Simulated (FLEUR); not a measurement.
## BeS under changes of volume

One of the cells (14.261 Å³/atom); the others are scaled copies at fixed shape and fractional positions:

```xyz
2
Lattice="0.0000 2.4250 2.4250 2.4250 0.0000 2.4250 2.4250 2.4250 0.0000" Properties=species:S:1:pos:R:3 pbc="T T T"
S     3.6375    3.6375    3.6375
Be    0.0000    0.0000    0.0000
```

- Program: FLEUR MaX-R8.1 (later development tree)
- Functional: r2SCAN
- Potentials or basis: all-electron
- Basis: FLAPW
- Kmax: 5.13 1/bohr
- k mesh: 9 × 9 × 9
- Occupations: fermi-dirac, width 0.05 eV
- Spin: no spin polarisation

```csv
volume (Å³/atom),energy over the lowest point (meV/atom),gap on the mesh (eV)
13.405,24.41,3.51
13.690,12.02,3.57
14.261,0.00,3.66
14.831,2.51,3.74
15.116,?,?
```

What does the run at 15.116 Å³/atom give?

Energy over the lowest point 8.42 meV/atom; gap on the mesh 3.77 eV.

Worked out: A Birch-Murnaghan fit of order 2 (a polynomial in V^(-2/3)) to the other rows has its minimum at 14.43 Å³/atom with B0 = V·E''(V) = 97 GPa. It gives 8.36 meV/atom at 15.116 Å³/atom, against the run's 8.42. A straight line through the other rows of the gap, of slope 2.25 eV per unit of ln V, extrapolates to 3.79 eV, against the run's 3.77.

Energies are extrapolated to zero smearing.

Caveats: the meta-GGA is that of a development version, with a GGA for the radial functions and cores and without core tails; an odd mesh through Γ misses points on the zone boundary, where band edges often lie.
